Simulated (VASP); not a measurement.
# SnTe (Fm-3m) in VASP: notebook

One crystal, SnTe, is run at these levels: PBE; tasks: relaxation of cell and atoms.

Program: VASP 6.6.1. These are calculated values, not measurements. Logs are shortened: lines on timing, memory, paths and dates and some standing lists are left out, and cuts for length are marked.

### 1 Starting point

Symmetry: Fm-3m, No. 225, cubic system. Conventional cell: a = 6.302 Å, b = 6.302 Å, c = 6.302 Å, α = 90.00°, β = 90.00°, γ = 90.00°. Around Sn (site symmetry m-3m) lie 6 Te at 3.15 Å. Around Te (site symmetry m-3m) lie 6 Sn at 3.15 Å.

### 2 Relaxation of cell and atoms, PBE

The input, INCAR:

```
  PREC = Accurate
  ENCUT = 520
  EDIFF = 1E-7
  ISMEAR = 0
  SIGMA = 0.02
  LREAL = False
  LASPH = True
  NELM = 80
  ALGO = Normal
  ISIF = 3
  LWAVE = False
  LCHARG = False
  GGA = PE
  IBRION = 2
  NSW = 80
  EDIFFG = -0.002
```

The input, KPOINTS:

```
regular mesh
0
Gamma
  4 4 4
```

The input, POSCAR:

```
SnTe
1.0
    0.0000000000      3.1508500000      3.1508500000
    3.1508500000      0.0000000000      3.1508500000
    3.1508500000      3.1508500000      0.0000000000
Sn Te
1 1
Direct
    0.0000000000      0.0000000000      0.0000000000
    0.5000000000      0.5000000000      0.5000000000
```

Potentials or basis: VASP PAW PBE potentials, release 64 (Sn_d, Te).

Run with:

```console
cat potpaw_PBE.64/Sn_d/POTCAR potpaw_PBE.64/Te/POTCAR > POTCAR
mpirun -np 1 vasp_std > vasp.out
```

OUTCAR:

```text
PREC = Accurate
   ENCUT = 520
   EDIFF = 1E-7
   ISMEAR = 0
   LREAL = False
   LASPH = True
   NELM = 80
   ISIF = 3
   GGA = PE
   IBRION = 2
   NSW = 80
   EDIFFG = -0.002

 ion  position               nearest neighbor table
   1  0.000  0.000  0.000-   2 3.15   2 3.15   2 3.15   2 3.15   2 3.15   2 3.15
   2  0.500  0.500  0.500-   1 3.15   1 3.15   1 3.15   1 3.15   1 3.15   1 3.15

  LATTYP: Found a face centered cubic cell.
 ALAT       =     6.3017000000

  Lattice vectors:

 A1 = (   0.0000000000,   3.1508500000,   3.1508500000)
 A2 = (   3.1508500000,   0.0000000000,   3.1508500000)
 A3 = (   3.1508500000,   3.1508500000,   0.0000000000)

Analysis of symmetry for initial positions (statically):
=====================================================================
 Subroutine PRICEL returns:
 Original cell was already a primitive cell.

 Routine SETGRP: Setting up the symmetry group for a
 face centered cubic supercell.

 Subroutine GETGRP returns: Found 48 space group operations
 (whereof 48 operations were pure point group operations)
 out of a pool of 48 trial point group operations.

The static configuration has the point symmetry O_h .

Analysis of symmetry for dynamics (positions and initial velocities):
=====================================================================
 Subroutine PRICEL returns:
 Original cell was already a primitive cell.

 Routine SETGRP: Setting up the symmetry group for a
 face centered cubic supercell.

 Subroutine GETGRP returns: Found 48 space group operations
 (whereof 48 operations were pure point group operations)
 out of a pool of 48 trial point group operations.

The dynamic configuration has the point symmetry O_h .

 Subroutine INISYM returns: Found 48 space group operations
 (whereof 48 operations are pure point group operations),
 and found     1 'primitive' translations

----------------------------------------------------------------------------------------

                                     Primitive cell

  volume of cell :      62.5624

  direct lattice vectors                    reciprocal lattice vectors
     0.000000000  3.150850000  3.150850000    -0.158687338  0.158687338  0.158687338
     3.150850000  0.000000000  3.150850000     0.158687338 -0.158687338  0.158687338
     3.150850000  3.150850000  0.000000000     0.158687338  0.158687338 -0.158687338

  length of vectors
     4.455974803  4.455974803  4.455974803     0.274854533  0.274854533  0.274854533

  position of ions in fractional coordinates (direct lattice)
     0.000000000  0.000000000  0.000000000
     0.500000000  0.500000000  0.500000000

  ion indices of the primitive-cell ions
   primitive index   ion index
                 1           1
                 2           2

----------------------------------------------------------------------------------------

 KPOINTS: regular mesh

Automatic generation of k-mesh.
 Grid dimensions read from file:
 generate k-points for:    4    4    4

 Generating k-lattice:

  Cartesian coordinates                     Fractional coordinates (reciprocal lattice)
    -0.039671835  0.039671835  0.039671835     0.250000000  0.000000000  0.000000000
     0.039671835 -0.039671835  0.039671835     0.000000000  0.250000000  0.000000000
     0.039671835  0.039671835 -0.039671835     0.000000000  0.000000000  0.250000000

  Length of vectors
     0.068713633  0.068713633  0.068713633

  Shift w.r.t. Gamma in fractional coordinates (k-lattice)
     0.000000000  0.000000000  0.000000000

 Subroutine IBZKPT returns following result:
 ===========================================

 Found      8 irreducible k-points:

 Following reciprocal coordinates:
            Coordinates               Weight
  0.000000  0.000000  0.000000      1.000000
  0.250000  0.000000  0.000000      8.000000
  0.500000  0.000000  0.000000      4.000000
  0.250000  0.250000  0.000000      6.000000
  0.500000  0.250000  0.000000     24.000000
 -0.250000  0.250000  0.000000     12.000000
  0.500000  0.500000  0.000000      3.000000
 -0.250000  0.500000  0.250000      6.000000
   k-points           NKPTS =      8   k-points in BZ     NKDIM =      8   number of bands    NBANDS=     14
   number of dos      NEDOS =    301   number of ions     NIONS =      2
   total plane-waves  NPLWV =  46656
   dimension x,y,z NGX =    36 NGY =   36 NGZ =   36
   dimension x,y,z NGXF=    72 NGYF=   72 NGZF=   72
   ions per type =               1   1
   NGX,Y,Z   is equivalent  to a cutoff of  13.43, 13.43, 13.43 a.u.
   NGXF,Y,Z  is equivalent  to a cutoff of  26.86, 26.86, 26.86 a.u.
 SYSTEM =  unknown system
   PREC   = accura    normal or accurate (medium, high low for compatibility)
   ISTART =      0    job   : 0-new  1-cont  2-samecut
   ICHARG =      2    charge: 1-file 2-atom 10-const
   ISPIN  =      1    spin polarized calculation?
   LNONCOLLINEAR =      F non collinear calculations
   LSORBIT =      F    spin-orbit coupling
   LASPH  =      T    aspherical Exc in radial PAW
   ENCUT  =  520.0 eV  38.22 Ry    6.18 a.u.   8.29  8.29  8.29*2*pi/ulx,y,z
   NELM   =     80;   NELMIN=  2; NELMDL= -5     # of ELM steps
   EDIFF  = 0.1E-06   stopping-criterion for ELM
   LREAL  =      F    real-space projection
   EDIFFG = -.2E-02   stopping-criterion for IOM
   NSW    =     80    number of steps for IOM
   IBRION =      2    ionic relax: 0-MD 1-quasi-New 2-CG
   NFREE  =      1    steps in history (QN), initial steepest desc. (CG)
   ISIF   =      3    stress and relaxation
   ISYM   =      2    0-nonsym 1-usesym 2-fastsym
   POTIM  = 0.5000    time-step for ionic-motion
   TEBEG  =    0.0;   TEEND  =   0.0 temperature during run
   PSTRESS=    0.0 pullay stress
   NELECT =      20.0000    total number of electrons
   NUPDOWN=      -1.0000    fix difference up-down
   EMIN   =  10.00;   EMAX   =-10.00  energy-range for DOS
   EFERMI =   0.00;   METHOD = LEGACY
   ISMEAR =     0;   SIGMA  =   0.02  broadening in eV -4-tet -1-fermi 0-gaus
   EFERMI_NEDOS =   21; number of points for ismear=-14 and -15
   IALGO  =     38    algorithm
   IMIX   =      4    mixing-type and parameters
     AMIX     =   0.40;   BMIX     =  1.00
     AMIX_MAG =   1.60;   BMIX_MAG =  1.00
  volume/ion in A,a.u.               =      31.28       211.10
  Fermi-wavevector in a.u.,A,eV,Ry     =   1.119387  2.115336 17.048485  1.253028
  Thomas-Fermi vector in A             =   2.256026
   LORBIT       =      0    0 simple, 1 ext, 2 COOP (PROOUT), +10 PAW based schemes
   GGA     = PE    functional components
   LHFCALC =     F    Hartree Fock is set to
   AEXX    =    0.0000 exact exchange contribution
   IVDW    =     0    specifies the selected vdW correction
   LEPSILON=     F    determine dielectric tensor
   LRPA    =     F    only Hartree local field effects (RPA)
 conjugate gradient relaxation of ions
 non-spin polarized calculation
 Gauss-broadening in eV      SIGMA  =   0.02
  energy-cutoff  :      520.00
  volume of cell :       62.56
 maximum number of plane-waves:      1708
 NGX is ok and might be reduce to    36
   NGX = 17   NGY = 17   NGZ = 17

--------------------------------------- Ionic step        1  -------------------------------------------

 number of electron      19.9999998 magnetization

 Free energy of the ion-electron system (eV)
  ---------------------------------------------------
  ext. energy  EPLUGINS =         0.00000000
  ---------------------------------------------------
  free energy    TOTEN  =        -7.54235300 eV

  energy without entropy =       -7.54234795  energy(sigma->0) =       -7.54235047

------------------------ aborting loop because EDIFF is reached ----------------------------------------

  FORCE on cell =-STRESS in cart. coord.  units (eV):
  Direction    XX          YY          ZZ          XY          YZ          ZX
  --------------------------------------------------------------------------------------
  -------------------------------------------------------------------------------------
  Total        0.5893929      0.5893929      0.5893929     -0.0000000     -0.0000000     -0.0000000
  in kB       15.0939286     15.0939286     15.0939286     -0.0000000     -0.0000000     -0.0000000
  external PRESSURE =      15.0939286 kB  Pullay stress =       0.0000000 kB

 VOLUME and BASIS-vectors are now :
 -----------------------------------------------------------------------------
  energy-cutoff  :      520.00
  volume of cell :       62.56
      direct lattice vectors                 reciprocal lattice vectors
     0.000000000  3.150850000  3.150850000    -0.158687338  0.158687338  0.158687338
     3.150850000  0.000000000  3.150850000     0.158687338 -0.158687338  0.158687338
     3.150850000  3.150850000  0.000000000     0.158687338  0.158687338 -0.158687338
[... 73 lines left out ...]
 POSITION                                       TOTAL-FORCE (eV/Angst)
 -----------------------------------------------------------------------------------
      0.00000     -0.00000      0.00000         0.000000      0.000000     -0.000000
      3.20740      3.20740      3.20740         0.000000      0.000000      0.000000
 -----------------------------------------------------------------------------------
    total drift:                               -0.000000      0.000000      0.000000

  FREE ENERGIE OF THE ION-ELECTRON SYSTEM (eV)
  ---------------------------------------------------
  free  energy   TOTEN  =        -7.5553902027 eV

  energy  without entropy=       -7.5552004835  energy(sigma->0) =       -7.55529534

--------------------------------------- Ionic step        4  -------------------------------------------

 number of electron      20.0000005 magnetization

 Free energy of the ion-electron system (eV)
  ---------------------------------------------------
  ext. energy  EPLUGINS =         0.00000000
  ---------------------------------------------------
  free energy    TOTEN  =        -7.55539833 eV

  energy without entropy =       -7.55516153  energy(sigma->0) =       -7.55527993

 E-fermi :   6.3300     XC(G=0):  -9.2681

 val. band max:        6.3032899964   @ k =   0.5000   0.0000   0.0000
 cond. band min:       6.3567235479   @ k =   0.5000   0.0000   0.0000
 fundamental gap:      0.0534335516
 Fermi energy:         6.3300067722

 k-point     1 :       0.0000    0.0000    0.0000
  band No.  band energies     occupation
      1     -15.5830      2.00000
      2     -15.5830      2.00000
      3     -15.5794      2.00000
      4     -15.5794      2.00000
      5     -15.5794      2.00000
      6      -6.1125      2.00000
      7       1.4346      2.00000
      8       4.3123      2.00000
      9       4.3123      2.00000
     10       4.3123      2.00000
     11       9.5507      0.00000
     12       9.5507      0.00000
     13       9.5507      0.00000
     14      11.1598      0.00000

 k-point     2 :       0.2500    0.0000    0.0000
  band No.  band energies     occupation
      1     -15.5849      2.00000
      2     -15.5849      2.00000
      3     -15.5787      2.00000
      4     -15.5767      2.00000
      5     -15.5767      2.00000
      6      -5.6525      2.00000
      7      -0.2701      2.00000
      8       4.4170      2.00000
      9       4.4170      2.00000
     10       5.3235      2.00000
[... 126 lines left out ...]
 POSITION                                       TOTAL-FORCE (eV/Angst)
 -----------------------------------------------------------------------------------
      0.00000      0.00000      0.00000         0.000000      0.000000     -0.000000
      3.20614      3.20614      3.20614        -0.000000     -0.000000      0.000000
 -----------------------------------------------------------------------------------
    total drift:                               -0.000000      0.000000      0.000000

  FREE ENERGIE OF THE ION-ELECTRON SYSTEM (eV)
  ---------------------------------------------------
  free  energy   TOTEN  =        -7.5553983290 eV

  energy  without entropy=       -7.5551615291  energy(sigma->0) =       -7.55527993

 reached required accuracy - stopping structural energy minimisation
```

It took 36 s on 1 thread of Intel Xeon Platinum 8488C (Sapphire Rapids), shared host; peak memory 0.2 GiB.

Results:

| Property | Result |
| --- | --- |
| Free energy | -7.5554 eV |
| Relaxed volume | 32.96 Å³/atom |
| Relaxed cell | a = 4.534 Å, b = 4.534 Å, c = 4.534 Å, α = 60.00°, β = 60.00°, γ = 60.00° |
| Space group after relaxing (to 0.05 Å) | Fm-3m (No. 225) |
| Energy gained by relaxing | 6.5 meV/atom |
| Ionic steps | 4 |
| Pressure after relaxing | 0.0 GPa |
| Band gap on the k mesh | 0.05 eV, direct |

Step by step:
```csv
step,energy change (eV),largest force (eV/Å),pressure (GPa),volume (Å³)
1,0.0000,0.0000,1.51,62.56
2,-0.0124,0.0000,0.30,65.27
3,-0.0130,0.0000,-0.04,65.99
4,-0.0130,0.0000,0.01,65.91
```

Final structure:
```yaml
crystal:
  lattice:
    - [0.00000, 3.20614, 3.20614]
    - [3.20614, 0.00000, 3.20614]
    - [3.20614, 3.20614, 0.00000]
  atoms:
    - { symbol: Sn, position: [0.00000, 0.00000, 0.00000] }
    - { symbol: Te, position: [0.50000, 0.50000, 0.50000] }
```

Levels at points of the mesh, in eV from the valence-band top:
| k point | band 8 | band 9 | band 10 | band 11 | band 12 | band 13 |
| --- | --- | --- | --- | --- | --- | --- |
| (0.00, 0.00, 0.00) | -1.99 | -1.99 | -1.99 | 3.25 | 3.25 | 3.25 |
| (0.50, 0.00, 0.00) | -1.67 | -1.67 | 0.00 | 0.05 | 0.45 | 0.45 |
| (0.50, 0.50, 0.00) | -5.20 | -3.48 | -3.48 | 2.39 | 4.68 | 4.68 |

Caveat: the k mesh is coarse (spacing up to 0.43 Å⁻¹), so the values aren't converged; spin-orbit coupling is left out, which moves the levels of the heavy elements. PBE usually gives volumes a little too large and moduli too small.

### 3 Relaxation of cell and atoms, PBE

This run uses another cell than the first one, of 32.96 Å³/atom, 1.054 times its volume.

INCAR is that of step 2.

KPOINTS is that of step 2.

The input, POSCAR:

```
SnTe                                    
1.0
   -0.0000000000      3.2061387962      3.2061387962
    3.2061387962     -0.0000000000      3.2061387962
    3.2061387962      3.2061387962      0.0000000000
  Sn              Te            
     1     1
Direct
     0.0000000000000000    0.0000000000000000    0.0000000000000000
     0.5000000000000000    0.5000000000000000    0.5000000000000000
```

Potentials or basis: VASP PAW PBE potentials, release 64 (Sn_d, Te).

Run with:

```console
cat potpaw_PBE.64/Sn_d/POTCAR potpaw_PBE.64/Te/POTCAR > POTCAR
mpirun -np 1 vasp_std > vasp.out
```

Run time: 16 s. Hardware: 1 thread of Intel Xeon Platinum 8488C (Sapphire Rapids), shared host; peak memory 0.19 GiB.

Results (log left out):

```yaml
Free_energy: -7.5559 eV
Pressure_after_relaxing: 0.0 GPa
Band_gap_on_the_k_mesh: 0.05 eV, direct
```

Final structure:
```yaml
crystal:
  lattice:
    - [0.00000, 3.20614, 3.20614]
    - [3.20614, 0.00000, 3.20614]
    - [3.20614, 3.20614, 0.00000]
  atoms:
    - { symbol: Sn, position: [0.00000, 0.00000, 0.00000] }
    - { symbol: Te, position: [0.50000, 0.50000, 0.50000] }
```

Levels at points of the mesh, in eV from the valence-band top:
```tsv
k point	band 8	band 9	band 10	band 11	band 12	band 13
(0.00, 0.00, 0.00)	-1.99	-1.99	-1.99	3.25	3.25	3.25
(0.50, 0.00, 0.00)	-1.67	-1.67	0.00	0.05	0.45	0.45
(0.50, 0.50, 0.00)	-5.20	-3.48	-3.48	2.39	4.68	4.68
```

Caveat: the k mesh is coarse (spacing up to 0.42 Å⁻¹), so the values aren't converged; the relaxation stopped at its first step, so nothing moved; spin-orbit coupling is left out, which moves the levels of the heavy elements. A k mesh can miss the band edges.
